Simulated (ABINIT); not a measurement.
# PbO (Litharge) (P4/nmm) in ABINIT: reference runs

Reference runs on PbO (Litharge): the cell as given and a disturbed copy.

All numbers are computed with ABINIT 10.8.3 (patched build); they aren't measurements. Logs are shortened: lines on timing, memory, paths and dates and some standing lists are left out, and cuts for length are marked. The log counts tension as positive stress, the text compression.

## 1. The structure

It takes space group P4/nmm (No. 129, tetragonal). Conventional cell: a = 3.990 Å, b = 3.990 Å, c = 5.010 Å, α = 90.00°, β = 90.00°, γ = 90.00°. Pb (site symmetry 4mm) is surrounded by 4 O at 2.33 Å. O (site symmetry -4m2) is surrounded by 4 Pb at 2.33 Å.

## 2. Single point, PBE

run.abi reads:

```
pp_dirpath "./"
pseudos "Pb.GGA_PBE-JTH.xml, O.GGA_PBE-JTH.xml"

acell 7.5400072373 7.5400072373 9.4675278844
rprim
     1.0000000000     0.0000000000     0.0000000000
     0.0000000000     1.0000000000     0.0000000000
     0.0000000000     0.0000000000     1.0000000000
ntypat 2
znucl 82 8
natom 4
typat 1 1 2 2
xred
     0.5000000000     0.0000000000     0.7600000000
     0.0000000000     0.5000000000     0.2400000000
     0.5000000000     0.5000000000     0.0000000000
     0.0000000000     0.0000000000     0.0000000000

ecut 23.0
pawecutdg 45.0

kptopt 1
ngkpt 7 7 6
nshiftk 1
shiftk 0.0 0.0 0.0

ixc 11

nband 24
occopt 3
tsmear 0.05 eV

nstep 100
tolvrs 1.0e-9

iomode 3
prtwf 0
prtden 0
prteig 0
prtebands 0
```

Potentials or basis: JTH PAW PBE v2.0.

The run is started by

```bash
> abinit run.abi > log 2>&1
```

run.abo:

```text
.Version 10.8.3 of ABINIT
 Symmetries : space group P4/n m m (#129); Bravais tP (primitive tetrag.)
================================================================================
 Values of the parameters that define the memory need of the present run
     intxc =       0    ionmov =       0      iscf =      17    lmnmax =      18
     lnmax =       6     mgfft =      45  mpssoang =       3    mqgrid =    3001
     natom =       4  nloc_mem =       2    nspden =       1   nspinor =       1
    nsppol =       1      nsym =      16    n1xccc =       1    ntypat =       2
    occopt =       3   xclevel =       2
       mpw =        2874          nfft =       58320          nkpt =          40
 PAW method is used; the additional fine FFT grid is defined by:
   mgfftf=        60    nfftf =    138240
================================================================================
================================================================================

--------------------------------------------------------------------------------
------------- Echo of variables that govern the present computation ------------
--------------------------------------------------------------------------------
 -outvars: echo values of preprocessed input variables --------
            acell      7.5400072373E+00  7.5400072373E+00  9.4675278844E+00 Bohr
              amu      2.07200000E+02  1.59994000E+01
             ecut      2.30000000E+01 Hartree
              ixc          11
         kptrlatt        7    0    0      0    7    0      0    0    6
          kptrlen      5.27800507E+01
            natom           4
            nband          24
            ngfft          36      36      45
          ngfftdg          48      48      60
             nkpt          40
            nstep         100
             nsym          16
           ntypat           2
           occopt           3
        pawecutdg      4.50000000E+01 Hartree
         pawxcdev           0
           prtden           0
        prtebands           0
           prteig           0
            prtwf           0
          spgroup         129
           tolvrs      1.00000000E-09
           tsmear      1.83746611E-03 Hartree
            typat      1  1  2  2
           useylm           1
           xangst      1.9949999987E+00  0.0000000000E+00  3.8075999974E+00
                       0.0000000000E+00  1.9949999987E+00  1.2023999992E+00
                       1.9949999987E+00  1.9949999987E+00  0.0000000000E+00
                       0.0000000000E+00  0.0000000000E+00  0.0000000000E+00
            xcart      3.7700036187E+00  0.0000000000E+00  7.1953211921E+00
                       0.0000000000E+00  3.7700036187E+00  2.2722066923E+00
                       3.7700036187E+00  3.7700036187E+00  0.0000000000E+00
                       0.0000000000E+00  0.0000000000E+00  0.0000000000E+00
             xred      5.0000000000E-01  0.0000000000E+00  7.6000000000E-01
                       0.0000000000E+00  5.0000000000E-01  2.4000000000E-01
                       5.0000000000E-01  5.0000000000E-01  0.0000000000E+00
                       0.0000000000E+00  0.0000000000E+00  0.0000000000E+00
            znucl       82.00000    8.00000

================================================================================

 chkinp: Checking input parameters for consistency.

================================================================================
== DATASET  1 ==================================================================

--- !DatasetInfo
iteration_state: {dtset: 1, }
dimensions: {natom: 4, nkpt: 40, mband: 24, nsppol: 1, nspinor: 1, nspden: 1, mpw: 2874, }
cutoff_energies: {ecut:  23.0, pawecutdg:  45.0, }
electrons: {nelect:   4.00000000E+01, charge:   0.00000000E+00, occopt:   3.00000000E+00, tsmear:   1.83746611E-03, }
meta: {optdriver: 0, ionmov: 0, optcell: 0, iscf: 17, paral_kgb: 0, }
...

 Exchange-correlation functional for the present dataset will be:
  GGA: Perdew-Burke-Ernzerhof functional - ixc=11
  J.P.Perdew, K.Burke, M.Ernzerhof, PRL 77, 3865 (1996)

 Real(R)+Recip(G) space primitive vectors, cartesian coordinates (Bohr,Bohr^-1):
 R(1)=  7.5400072  0.0000000  0.0000000  G(1)=  0.1326259  0.0000000  0.0000000
 R(2)=  0.0000000  7.5400072  0.0000000  G(2)=  0.0000000  0.1326259  0.0000000
 R(3)=  0.0000000  0.0000000  9.4675279  G(3)=  0.0000000  0.0000000  0.1056242
 Unit cell volume ucvol=  5.3824514E+02 bohr^3
 Angles (23,13,12)=  9.00000000E+01  9.00000000E+01  9.00000000E+01 degrees

 Coarse grid specifications (used for wave-functions):

 getcut: wavevector=  0.0000  0.0000  0.0000  ngfft=  36  36  45
         ecut(hartree)=     23.000   => boxcut(ratio)=   2.15272

[... 96 lines left out ...]
- [  0.0000E+00,   5.0000E-01,   2.4000E-01, Pb]
- [  5.0000E-01,   5.0000E-01,   0.0000E+00,  O]
- [  0.0000E+00,   0.0000E+00,   0.0000E+00,  O]
cartesian_forces: # hartree/bohr
- [ -0.00000000E+00,  -0.00000000E+00,  -3.23182481E-04, ]
- [ -0.00000000E+00,  -0.00000000E+00,   3.23182481E-04, ]
- [ -0.00000000E+00,  -0.00000000E+00,  -0.00000000E+00, ]
- [ -0.00000000E+00,  -0.00000000E+00,  -0.00000000E+00, ]
force_length_stats: {min:   0.00000000E+00, max:   3.23182481E-04, mean:   1.61591241E-04, }
...

 Integrated electronic density in atomic spheres:
 ------------------------------------------------
 Atom  Sphere_radius  Integrated_density
    1        2.40264         11.34126324
    2        2.40264         11.34126324
    3        1.41465          4.48279608
    4        1.41465          4.48279608

================================================================================

 ----iterations are completed or convergence reached----

 Mean square residual over all n,k,spin=   13.847E-07; max=  12.528E-04
 reduced coordinates (array xred) for    4 atoms
       0.500000000000      0.000000000000      0.760000000000
       0.000000000000      0.500000000000      0.240000000000
       0.500000000000      0.500000000000      0.000000000000
       0.000000000000      0.000000000000      0.000000000000
 rms dE/dt=  1.2491E-03; max dE/dt=  3.0597E-03; dE/dt below (all hartree)
    1       0.000000000000      0.000000000000      0.003059739151
    2       0.000000000000      0.000000000000     -0.003059739151
    3       0.000000000000      0.000000000000      0.000000000000
    4       0.000000000000      0.000000000000      0.000000000000

 cartesian coordinates (angstrom) at end:
    1      1.99499999865799     0.00000000000000     3.80759999742689
    2      0.00000000000000     1.99499999865799     1.20239999918744
    3      1.99499999865799     1.99499999865799     0.00000000000000
    4      0.00000000000000     0.00000000000000     0.00000000000000

 cartesian forces (hartree/bohr) at end:
    1     -0.00000000000000    -0.00000000000000    -0.00032318248102
    2     -0.00000000000000    -0.00000000000000     0.00032318248102
    3     -0.00000000000000    -0.00000000000000    -0.00000000000000
    4     -0.00000000000000    -0.00000000000000    -0.00000000000000
 frms,max,avg= 1.3193870E-04 3.2318248E-04   0.000E+00  0.000E+00  0.000E+00 h/b

 cartesian forces (eV/Angstrom) at end:
    1     -0.00000000000000    -0.00000000000000    -0.01661871135767
    2     -0.00000000000000    -0.00000000000000     0.01661871135767
    3     -0.00000000000000    -0.00000000000000    -0.00000000000000
    4     -0.00000000000000    -0.00000000000000    -0.00000000000000
 frms,max,avg= 6.7845605E-03 1.6618711E-02   0.000E+00  0.000E+00  0.000E+00 e/A
 length scales=  7.540007237300  7.540007237300  9.467527884400 bohr
              =  3.989999997316  3.989999997316  5.009999996614 angstroms
 Fermi (or HOMO) energy (hartree) =   0.21910   Average Vxc (hartree)=  -0.33955
 Eigenvalues (hartree) for nkpt=  40  k points:
 kpt#   1, nband= 24, wtk=  0.00340, kpt=  0.0000  0.0000  0.0000 (reduced coord)
  -0.47849   -0.45951   -0.39536   -0.39536   -0.39350   -0.39254   -0.39019   -0.38765
  -0.38725   -0.38725   -0.38662   -0.33839   -0.06919   -0.05526    0.04004    0.04004
   0.13262    0.13520    0.13520    0.19267    0.28121    0.39703    0.39703    0.39830
      occupation numbers for kpt#   1
   2.00000    2.00000    2.00000    2.00000    2.00000    2.00000    2.00000    2.00000
   2.00000    2.00000    2.00000    2.00000    2.00000    2.00000    2.00000    2.00000
   2.00000    2.00000    2.00000    2.00000    0.00000    0.00000    0.00000    0.00000
 prteigrs : prtvol=0 or 1, do not print more k-points.

--- !EnergyTerms
iteration_state     : {dtset: 1, }
comment             : Components of total free energy in Hartree
kinetic             :  2.52209055828527E+01
hartree             :  5.05964188014223E+01
xc                  : -1.09395145286785E+01
Ewald energy        : -1.13569001609615E+02
psp_core            :  4.18201724967256E+00
local_psp           : -1.57297188031021E+02
PAW spherical_terms :  4.70956871060056E+01
internal            : -1.54710675429361E+02
'-kT*entropy'       : -1.42818819280291E-09
total_energy        : -1.54710675430789E+02
total_energy_eV     : -4.20989194552382E+03
...

--- !EnergyTermsDC
iteration_state     : {dtset: 1, }
comment             : '"Double-counting" decomposition of free energy'
band_energy         : -8.58960760230546E+00
Ewald energy        : -1.13569001609615E+02
psp_core            :  4.18201724967256E+00
xc_dc               : -4.84586563565160E+01
PAW spherical_terms :  1.17245689532155E+01
internal            : -1.54710679365548E+02
'-kT*entropy'       : -1.42818819280291E-09
total_energy_dc     : -1.54710679366976E+02
total_energy_dc_eV  : -4.20989205263291E+03
...

--- !EnergyTermsWithPAWCore
iteration_state     : {dtset: 1, }
comment             : 'Components of total free energy, including PAW core contributions'
Total energy        : -4.19146020695844E+04
Total energy DC     : -4.19146020735206E+04
Total energy (eV)   : -1.14055442626206E+06
Total energy DC (eV): -1.14055442636917E+06
...

 Cartesian components of stress tensor (hartree/bohr^3)
  sigma(1 1)= -1.11607609E-04  sigma(3 2)=  0.00000000E+00
  sigma(2 2)= -1.11607609E-04  sigma(3 1)=  0.00000000E+00
  sigma(3 3)= -7.51987986E-05  sigma(2 1)=  0.00000000E+00

-Cartesian components of stress tensor (GPa)         [Pressure=  2.9265E+00 GPa]
- sigma(1 1)= -3.28360922E+00  sigma(3 2)=  0.00000000E+00
- sigma(2 2)= -3.28360922E+00  sigma(3 1)=  0.00000000E+00
- sigma(3 3)= -2.21242504E+00  sigma(2 1)=  0.00000000E+00

== END DATASET(S) ==============================================================
================================================================================

 -outvars: echo values of variables after computation  --------
            acell      7.5400072373E+00  7.5400072373E+00  9.4675278844E+00 Bohr
           etotal     -1.5471067937E+02
            fcart     -0.0000000000E+00 -0.0000000000E+00 -3.2318248102E-04
                      -0.0000000000E+00 -0.0000000000E+00  3.2318248102E-04
                      -0.0000000000E+00 -0.0000000000E+00 -0.0000000000E+00
                      -0.0000000000E+00 -0.0000000000E+00 -0.0000000000E+00
           strten     -1.1160760878E-04 -1.1160760878E-04 -7.5198798640E-05
                       0.0000000000E+00  0.0000000000E+00  0.0000000000E+00
           xangst      1.9949999987E+00  0.0000000000E+00  3.8075999974E+00
                       0.0000000000E+00  1.9949999987E+00  1.2023999992E+00
                       1.9949999987E+00  1.9949999987E+00  0.0000000000E+00
                       0.0000000000E+00  0.0000000000E+00  0.0000000000E+00
             xred      5.0000000000E-01  0.0000000000E+00  7.6000000000E-01
                       0.0000000000E+00  5.0000000000E-01  2.4000000000E-01
                       5.0000000000E-01  5.0000000000E-01  0.0000000000E+00
                       0.0000000000E+00  0.0000000000E+00  0.0000000000E+00
 Calculation completed.
```

It took 4.2 min on 1 thread of Arm Neoverse V1, shared host; peak memory 0.19 GiB.

Results:

- Free energy: -4209.8921 eV
- Pressure: 2.9 GPa
- Largest force: 0.017 eV/Å
- Band gap on the k mesh: 1.42 eV, indirect (least direct gap 2.37 eV)
- Valence electrons inside the program's atomic spheres: Pb 11.34; O 4.48

Forces in eV/Å, atoms in the order of the input:
```
Pb   0.000  0.000 -0.017
Pb   0.000  0.000  0.017
O    0.000  0.000  0.000
O    0.000  0.000  0.000
```

Stress tensor (GPa, compression positive):
```
3.28 0.00 0.00
0.00 3.28 0.00
0.00 0.00 2.21
```

Levels at points of the mesh, in eV from the valence-band top:
| k point | band 17 | band 18 | band 19 | band 20 | band 21 | band 22 | band 23 | band 24 |
| --- | --- | --- | --- | --- | --- | --- | --- | --- |
| (0.00, 0.00, 0.00) | -1.63 | -1.56 | -1.56 | 0.00 | 2.41 | 5.56 | 5.56 | 5.60 |
| (0.00, 0.00, 0.50) | -1.67 | -1.59 | -1.59 | -0.93 | 2.04 | 3.95 | 3.95 | 4.23 |

Caveat: spin-orbit coupling is left out, which as a rule narrows the gap of such compounds by several tenths of an eV; an odd mesh through Γ misses points on the zone boundary, where band edges often lie.

(Part 1 of 2 ends here.)
